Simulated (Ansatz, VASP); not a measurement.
## Two plane-wave programs on Sb

```
CELL_PARAMETERS angstrom
0.00000 2.30500 2.30500
2.30500 0.00000 2.30500
2.30500 2.30500 0.00000
ATOMIC_POSITIONS crystal
Sb 0.00000 0.00000 0.00000
```

This isn't the form of Sb at room conditions, which is rhombohedral.

Alike in both runs: task single point; functional LDA; k mesh 9 × 9 × 9; occupations fermi-dirac, width 0.05 eV; no spin polarisation.

|  | VASP | Ansatz |
| --- | --- | --- |
| version | VASP 6.6.1 | Ansatz 0.2.0 |
| potentials or method | VASP PAW LDA potentials, release 64 (Sb) | plane waves, PAW |
| plane-wave cutoff (eV) | 520 | 420 |
| valence electrons in the cell | 5 | 15 |

Ansatz gave:

```
gap on the k mesh at the Fermi level (eV) : none
pressure (GPa)                            : 4.1
```

Q: Estimate VASP's values.

A: gap on the k mesh at the Fermi level (eV): none; pressure (GPa): 4.2.

A gap of «none» marks a metal or a gap that the smearing closes. The two sets of potentials don't hold the same shells in valence.

Spin-orbit coupling is left out, which matters for the levels of Sb.
